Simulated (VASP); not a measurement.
# Ge (I4_1/amd) in VASP: a series of runs

The runs below take Ge through relaxation of cell and atoms, with PBEsol.

All numbers are computed with VASP 6.6.1; they aren't measurements. Logs are shortened: lines on timing, memory, paths and dates and some standing lists are left out, and cuts for length are marked.

### 1 The crystal as given

It takes space group I4_1/amd (No. 141, tetragonal). The conventional cell has a = 5.149 Å, b = 5.149 Å, c = 2.795 Å, α = 90.00°, β = 90.00°, γ = 90.00°. Ge (site symmetry -4m2) has 6 Ge at 2.67 to 2.79 Å as nearest neighbours.

This isn't the form of Ge at room conditions, which is diamond.

### 2 Relaxation of cell and atoms, PBEsol, target pressure 9.8 GPa, at which the enthalpy is minimised

INCAR

```
SYSTEM = Ge
  PREC = Accurate
  ENCUT = 520
  EDIFF = 1E-7
  ISMEAR = 0
  SIGMA = 0.02
  LREAL = .False.
  LASPH = .True.
  NELM = 80
  ALGO = Normal
  ISIF = 3
  LWAVE = .False.
  LCHARG = .False.
  GGA = PS
  IBRION = 2
  NSW = 80
  EDIFFG = -0.15
  PSTRESS = 98.0
```

KPOINTS

```
regular mesh
0
Gamma
  12 12 12
  0 0 0
```

POSCAR

```
Ge
1.0
   -2.5744897200      2.5744897200      1.3974126400
    2.5744897200     -2.5744897200      1.3974126400
    2.5744897200      2.5744897200     -1.3974126400
Ge
2
Direct
    0.2500000000      0.7500000000      0.5000000000
    0.5000000000      0.5000000000      0.0000000000
```

Potentials or basis: VASP PAW PBE potentials, release 64 (Ge_d).

The run is started by

```console
> cat potpaw_PBE.64/Ge_d/POTCAR > POTCAR
> mpirun -np 1 vasp_std > vasp.out
```

OUTCAR:

```text
SYSTEM = Ge
   PREC = Accurate
   ENCUT = 520
   EDIFF = 1E-7
   ISMEAR = 0
   LREAL = .False.
   LASPH = .True.
   NELM = 80
   ISIF = 3
   GGA = PS
   IBRION = 2
   NSW = 80
   EDIFFG = -0.15
   PSTRESS = 98.0

 ion  position               nearest neighbor table
   1  0.250  0.750  0.500-   2 2.67   2 2.67   2 2.67   2 2.67
   2  0.500  0.500  0.000-   1 2.67   1 2.67   1 2.67   1 2.67

  LATTYP: Found a body centered tetragonal cell.
 ALAT       =     5.1489794400
 C/A-ratio  =     0.5427920839

  Lattice vectors:

 A1 = (  -2.5744897200,   2.5744897200,   1.3974126400)
 A2 = (   2.5744897200,  -2.5744897200,   1.3974126400)
 A3 = (   2.5744897200,   2.5744897200,  -1.3974126400)

Analysis of symmetry for initial positions (statically):
=====================================================================
 Subroutine PRICEL returns:
 Original cell was already a primitive cell.

 Routine SETGRP: Setting up the symmetry group for a
 body centered tetragonal supercell.

 Subroutine GETGRP returns: Found 16 space group operations
 (whereof  8 operations were pure point group operations)
 out of a pool of 16 trial point group operations.

The static configuration has the point symmetry D_2d.
 The point group associated with its full space group is D_4h.

Analysis of symmetry for dynamics (positions and initial velocities):
=====================================================================
 Subroutine PRICEL returns:
 Original cell was already a primitive cell.

 Routine SETGRP: Setting up the symmetry group for a
 body centered tetragonal supercell.

 Subroutine GETGRP returns: Found 16 space group operations
 (whereof  8 operations were pure point group operations)
 out of a pool of 16 trial point group operations.

The dynamic configuration has the point symmetry D_2d.
 The point group associated with its full space group is D_4h.

 Subroutine INISYM returns: Found 16 space group operations
 (whereof  8 operations are pure point group operations),
 and found     1 'primitive' translations

----------------------------------------------------------------------------------------

                                     Primitive cell

  volume of cell :      37.0482

  direct lattice vectors                    reciprocal lattice vectors
    -2.574489720  2.574489720  1.397412640     0.000000000  0.194213244  0.357804120
     2.574489720 -2.574489720  1.397412640     0.194213244  0.000000000  0.357804120
     2.574489720  2.574489720 -1.397412640     0.194213244  0.194213244  0.000000000

  length of vectors
     3.899840602  3.899840602  3.899840602     0.407114938  0.407114938  0.274659004

  position of ions in fractional coordinates (direct lattice)
     0.250000000  0.750000000  0.500000000
     0.500000000  0.500000000  0.000000000

  ion indices of the primitive-cell ions
   primitive index   ion index
                 1           1
                 2           2

----------------------------------------------------------------------------------------

 KPOINTS: regular mesh

Automatic generation of k-mesh.
 Grid dimensions read from file:
 generate k-points for:   12   12   12

 Generating k-lattice:

  Cartesian coordinates                     Fractional coordinates (reciprocal lattice)
     0.000000000  0.016184437  0.029817010     0.083333333  0.000000000  0.000000000
     0.016184437  0.000000000  0.029817010     0.000000000  0.083333333  0.000000000
     0.016184437  0.016184437  0.000000000     0.000000000  0.000000000  0.083333333

  Length of vectors
     0.033926245  0.033926245  0.022888250

  Shift w.r.t. Gamma in fractional coordinates (k-lattice)
     0.000000000  0.000000000  0.000000000

 Subroutine IBZKPT returns following result:
 ===========================================

 Found    163 irreducible k-points:

 Following reciprocal coordinates:
            Coordinates               Weight
  0.000000  0.000000  0.000000      1.000000
  0.083333  0.000000  0.000000      8.000000
  0.166667  0.000000 -0.000000      8.000000
  0.250000  0.000000 -0.000000      8.000000
  0.333333 -0.000000  0.000000      8.000000
  0.416667  0.000000  0.000000      8.000000
[... 16 lines left out ...]
  0.500000  0.166667 -0.000000     16.000000
 -0.416667  0.166667  0.000000     16.000000
 [... further k-points ...]
   k-points           NKPTS =    163   k-points in BZ     NKDIM =    163   number of bands    NBANDS=     18
   number of dos      NEDOS =    301   number of ions     NIONS =      2
   total plane-waves  NPLWV =  27000
   dimension x,y,z NGX =    30 NGY =   30 NGZ =   30
   dimension x,y,z NGXF=    60 NGYF=   60 NGZF=   60
   ions per type =               2
   NGX,Y,Z   is equivalent  to a cutoff of  12.79, 12.79, 12.79 a.u.
   NGXF,Y,Z  is equivalent  to a cutoff of  25.58, 25.58, 25.58 a.u.
 SYSTEM =  Ge
   PREC   = accura    normal or accurate (medium, high low for compatibility)
   ISTART =      0    job   : 0-new  1-cont  2-samecut
   ICHARG =      2    charge: 1-file 2-atom 10-const
   ISPIN  =      1    spin polarized calculation?
   LNONCOLLINEAR =      F non collinear calculations
   LSORBIT =      F    spin-orbit coupling
   LASPH  =      T    aspherical Exc in radial PAW
   ENCUT  =  520.0 eV  38.22 Ry    6.18 a.u.   7.25  7.25  7.25*2*pi/ulx,y,z
   NELM   =     80;   NELMIN=  2; NELMDL= -5     # of ELM steps
   EDIFF  = 0.1E-06   stopping-criterion for ELM
   LREAL  =      F    real-space projection
   EDIFFG = -.1E+00   stopping-criterion for IOM
   NSW    =     80    number of steps for IOM
   IBRION =      2    ionic relax: 0-MD 1-quasi-New 2-CG
   NFREE  =      1    steps in history (QN), initial steepest desc. (CG)
   ISIF   =      3    stress and relaxation
   ISYM   =      2    0-nonsym 1-usesym 2-fastsym
   POTIM  = 0.5000    time-step for ionic-motion
   TEBEG  =    0.0;   TEEND  =   0.0 temperature during run
   PSTRESS=   98.0 pullay stress
   NELECT =      28.0000    total number of electrons
   NUPDOWN=      -1.0000    fix difference up-down
   EMIN   =  10.00;   EMAX   =-10.00  energy-range for DOS
   EFERMI =   0.00;   METHOD = LEGACY
   ISMEAR =     0;   SIGMA  =   0.02  broadening in eV -4-tet -1-fermi 0-gaus
   EFERMI_NEDOS =   21; number of points for ismear=-14 and -15
   IALGO  =     38    algorithm
   IMIX   =      4    mixing-type and parameters
     AMIX     =   0.40;   BMIX     =  1.00
     AMIX_MAG =   1.60;   BMIX_MAG =  1.00
  volume/ion in A,a.u.               =      18.52       125.01
  Fermi-wavevector in a.u.,A,eV,Ry     =   1.491209  2.817976 30.255333  2.223704
  Thomas-Fermi vector in A             =   2.603893
   LORBIT       =      0    0 simple, 1 ext, 2 COOP (PROOUT), +10 PAW based schemes
   GGA     = PS    functional components
   LHFCALC =     F    Hartree Fock is set to
   AEXX    =    0.0000 exact exchange contribution
   IVDW    =     0    specifies the selected vdW correction
   LEPSILON=     F    determine dielectric tensor
   LRPA    =     F    only Hartree local field effects (RPA)
 conjugate gradient relaxation of ions
 non-spin polarized calculation
 Gauss-broadening in eV      SIGMA  =   0.02
  energy-cutoff  :      520.00
  volume of cell :       37.05
 maximum number of plane-waves:      1029
 NGX is ok and might be reduce to    30
   NGX = 15   NGY = 15   NGZ = 15

--------------------------------------- Ionic step        1  -------------------------------------------

 number of electron      28.0000028 magnetization

 Free energy of the ion-electron system (eV)
  ---------------------------------------------------
  ext. energy  EPLUGINS =         0.00000000
  ---------------------------------------------------
  free energy    TOTEN  =        -9.53803601 eV

  energy without entropy =       -9.53773572  energy(sigma->0) =       -9.53788587

------------------------ aborting loop because EDIFF is reached ----------------------------------------

  FORCE on cell =-STRESS in cart. coord.  units (eV):
  Direction    XX          YY          ZZ          XY          YZ          ZX
  --------------------------------------------------------------------------------------
  -------------------------------------------------------------------------------------
  Total       -0.3020502     -0.3020502      0.0045767      0.0000000      0.0000000      0.0000000
  in kB      -13.0623927    -13.0623927      0.1979223      0.0000000      0.0000000      0.0000000
  external PRESSURE =    -106.6422877 kB  Pullay stress =      98.0000000 kB
[... 61 lines left out ...]
  enthalpy is  TOTEN    =        -7.3314700224 eV   P V=        1.8852744921

--------------------------------------- Ionic step        3  -------------------------------------------

 number of electron      27.9999994 magnetization

 Free energy of the ion-electron system (eV)
  ---------------------------------------------------
  ext. energy  EPLUGINS =         0.00000000
  ---------------------------------------------------
  free energy    TOTEN  =        -9.44510308 eV

  energy without entropy =       -9.44476733  energy(sigma->0) =       -9.44493520

 E-fermi :   7.9499     XC(G=0): -12.0212

 val. band max:        7.9458416864   @ k =  -0.2500   0.3333   0.1667
 cond. band min:       7.9501581436   @ k =  -0.3333   0.3333   0.1667
 fundamental gap:      0.0043164572
 Fermi energy:         7.9498947526

 k-point     1 :       0.0000    0.0000    0.0000
  band No.  band energies     occupation
      1     -16.9008      2.00000
      2     -16.8345      2.00000
      3     -16.8056      2.00000
      4     -16.7955      2.00000
      5     -16.6514      2.00000
      6     -16.6514      2.00000
[... 10 lines left out ...]
     17      16.2812      0.00000
     18      16.8458      0.00000
[... 466 lines left out ...]
      2     -16.7755      2.00000
      3     -16.7603      2.00000
      4     -16.7375      2.00000
      5     -16.6982      2.00000
      6     -16.6747      2.00000
[... 10 lines left out ...]
     17      11.8185      0.00000
     18      14.8424      0.00000

 [... further k-points ...]

------------------------ aborting loop because EDIFF is reached ----------------------------------------

  FORCE on cell =-STRESS in cart. coord.  units (eV):
  Direction    XX          YY          ZZ          XY          YZ          ZX
  --------------------------------------------------------------------------------------
  -------------------------------------------------------------------------------------
  Total        2.0398357      2.0398357      1.9781197      0.0000000     -0.0000000      0.0000000
  in kB       98.1426121     98.1426121     95.1732704      0.0000000     -0.0000000      0.0000000
  external PRESSURE =      -0.8471684 kB  Pullay stress =      98.0000000 kB
[... 17 lines left out ...]
  FREE ENERGIE OF THE ION-ELECTRON SYSTEM (eV)
  ---------------------------------------------------
  free  energy   TOTEN  =        -9.4451030767 eV

  energy  without entropy=       -9.4447673298  energy(sigma->0) =       -9.44493520

  enthalpy is  TOTEN    =        -7.4082314989 eV   P V=        2.0368715778

 reached required accuracy - stopping structural energy minimisation
```

Run time: 2.2 min. Hardware: 1 thread of Intel Xeon 6975P-C (Granite Rapids), shared host; peak memory 0.23 GiB.

Results:

| Quantity | Value |
| --- | --- |
| Free energy | -9.4451 eV |
| Relaxed volume | 16.65 Å³/atom |
| Relaxed cell | a = 3.760 Å, b = 3.760 Å, c = 3.760 Å, α = 97.44°, β = 97.44°, γ = 137.83° |
| Space group after relaxing (to 0.05 Å) | I4_1/amd (No. 141) |
| Energy change on relaxing (the enthalpy is what falls) | +46.5 meV/atom |
| Ionic steps | 3 |
| Pressure after relaxing | 9.7 GPa |
| Band gap on the k mesh | none (metal or under the smearing width) |

The path:
| step | energy change (eV) | largest force (eV/Å) | pressure (GPa) | volume (Å³) |
| --- | --- | --- | --- | --- |
| 1 | 0.0000 | 0.0000 | -0.86 | 37.05 |
| 2 | 0.3213 | 0.0000 | 20.59 | 30.82 |
| 3 | 0.0929 | 0.0000 | 9.72 | 33.30 |

Final structure:
```cif
data_structure
_symmetry_space_group_name_H-M 'P 1'
_symmetry_Int_Tables_number 1
_cell_length_a 3.7602
_cell_length_b 3.7602
_cell_length_c 3.7602
_cell_angle_alpha 97.435
_cell_angle_beta 97.435
_cell_angle_gamma 137.833
_cell_volume 33.30
loop_
_atom_site_label
_atom_site_type_symbol
_atom_site_fract_x
_atom_site_fract_y
_atom_site_fract_z
_atom_site_occupancy
Ge1 Ge 0.25000 0.75000 0.50000 1
Ge2 Ge 0.50000 0.50000 0.00000 1
```

Levels at points of the mesh, in eV from the Fermi level:
```tsv
k point	band 12	band 13	band 14	band 15	band 16	band 17
(0.00, 0.00, 0.00)	-3.69	-2.69	-2.69	2.97	8.33	8.33
(0.50, 0.00, 0.00)	-6.97	-2.52	-2.32	-1.65	2.24	3.90
(0.50, 0.50, 0.00)	-11.32	0.56	0.56	2.17	2.17	8.06
(0.50, 0.50, 0.50)	-9.26	-6.71	-6.71	6.47	6.47	12.35
```

Caveat: the cell is relaxed towards a set pressure, so the enthalpy falls and the energy may rise; the PAW data sets were made with another functional, which shifts forces and pressure a little; the relaxation stopped at a loose force limit of 0.15 eV/Å, so its end isn't a converged minimum.

### 3 Relaxation of cell and atoms, PBEsol, target pressure 9.8 GPa, at which the enthalpy is minimised

This run uses another cell than the first one, of 16.65 Å³/atom, 0.899 times its volume.

INCAR is that of step 2.

KPOINTS is that of step 2.

POSCAR

```
Ge                                      
1.0
   -2.4808507081      2.4808507081      1.3526545667
    2.4808507081     -2.4808507081      1.3526545667
    2.4808507081      2.4808507081     -1.3526545667
  Ge            
     2
Direct
     0.2500000000000000    0.7500000000000000    0.5000000000000000
     0.5000000000000000    0.5000000000000000    0.0000000000000000
```

Potentials or basis: VASP PAW PBE potentials, release 64 (Ge_d).

The run is started by

```console
> cat potpaw_PBE.64/Ge_d/POTCAR > POTCAR
> mpirun -np 1 vasp_std > vasp.out
```

Run time: 35 s. Hardware: 1 thread of Intel Xeon 6975P-C (Granite Rapids), shared host; peak memory 0.21 GiB.

It converged, with:

```yaml
Free_energy: -9.4446 eV
Pressure_after_relaxing: 9.6 GPa
Band_gap_on_the_k_mesh: none (metal or under the smearing width)
```

Stress tensor (GPa, compression positive):
```
9.68 0.00 0.00
0.00 9.68 0.00
0.00 0.00 9.39
```

Final structure:
```cif
data_structure
_symmetry_space_group_name_H-M 'P 1'
_symmetry_Int_Tables_number 1
_cell_length_a 3.7602
_cell_length_b 3.7602
_cell_length_c 3.7602
_cell_angle_alpha 97.435
_cell_angle_beta 97.435
_cell_angle_gamma 137.833
_cell_volume 33.30
loop_
_atom_site_label
_atom_site_type_symbol
_atom_site_fract_x
_atom_site_fract_y
_atom_site_fract_z
_atom_site_occupancy
Ge1 Ge 0.25000 0.75000 0.50000 1
Ge2 Ge 0.50000 0.50000 0.00000 1
```

Levels at points of the mesh, in eV from the Fermi level:
```
           k point  band 12  band 13  band 14  band 15  band 16  band 17
(0.00, 0.00, 0.00)    -3.69    -2.69    -2.69     2.97     8.33     8.33
(0.50, 0.00, 0.00)    -6.97    -2.52    -2.32    -1.65     2.24     3.90
(0.50, 0.50, 0.00)   -11.32     0.56     0.56     2.17     2.17     8.06
(0.50, 0.50, 0.50)    -9.26    -6.71    -6.71     6.47     6.47    12.35
```

Caveat: the relaxation stopped at its first step, so nothing moved; the cell is relaxed towards a set pressure, so the enthalpy falls and the energy may rise; the PAW data sets were made with another functional, which shifts forces and pressure a little; the relaxation stopped at a loose force limit of 0.15 eV/Å, so its end isn't a converged minimum.
